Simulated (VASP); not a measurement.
# Ti2O3: single point with PBEsol

Crystal: Ti2O3.

```
CELL_PARAMETERS angstrom
2.56300 1.47975 4.62600
-2.56300 1.47975 4.62600
0.00000 -2.95950 4.62600
ATOMIC_POSITIONS crystal
Ti 0.34672 0.34672 0.34672
Ti 0.15328 0.15328 0.15328
Ti 0.65328 0.65328 0.65328
Ti 0.84672 0.84672 0.84672
O 0.56070 0.93930 0.25000
O 0.25000 0.56070 0.93930
O 0.93930 0.25000 0.56070
O 0.43930 0.06070 0.75000
O 0.75000 0.43930 0.06070
O 0.06070 0.75000 0.43930
```

| Item | Value |
| --- | --- |
| Program | VASP 6.6.1 |
| Task | single point |
| Functional | PBEsol |
| Potentials or basis | VASP PAW PBE potentials, release 64 (Ti_sv, O) |
| Cutoff | 520 eV |
| k mesh | 9 × 9 × 9 |
| Occupations | gaussian, width 0.02 eV |
| Spin | no spin polarisation |
| Further INCAR settings | ALGO = Fast; EDIFF = 1e-07; NBANDS = 53 |

```yaml
Pressure: -7.2 GPa
Largest_force: 0.183 eV/Å
Band_gap_on_the_k_mesh: none (metal or under the smearing width)
```

Forces on the atoms (eV/Å):
```
Ti   0.000  0.000 -0.183
Ti   0.000  0.000  0.183
Ti   0.000  0.000  0.183
Ti   0.000  0.000 -0.183
O   -0.066  0.000  0.000
O    0.033 -0.057  0.000
O    0.033  0.057  0.000
O    0.066  0.000  0.000
O   -0.033  0.057  0.000
O   -0.033 -0.057  0.000
```

Stress tensor (GPa, compression positive):
```
-7.94  0.00  0.00
 0.00 -7.94  0.00
 0.00  0.00 -5.63
```

Levels at points of the mesh, in eV from the Fermi level:
| k point | band 39 | band 40 | band 41 | band 42 | band 43 | band 44 | band 45 | band 46 |
| --- | --- | --- | --- | --- | --- | --- | --- | --- |
| (0.00, 0.00, 0.00) | -4.09 | -3.98 | -0.80 | -0.11 | -0.11 | 0.41 | 0.41 | 0.44 |

Run time: 9.1 min on 4 MPI ranks on AMD EPYC 9R45 96-Core Processor (Zen 5), on a shared host, peak memory 0.48 GiB a rank.

The gap isn't set beside the measured one, since this odd mesh misses points on the zone boundary.

Caveat: the PAW data sets were made with another functional, which shifts forces and pressure a little; semilocal functionals often make such compounds metallic where correlation or magnetic order opens a gap, which also shifts bond lengths.
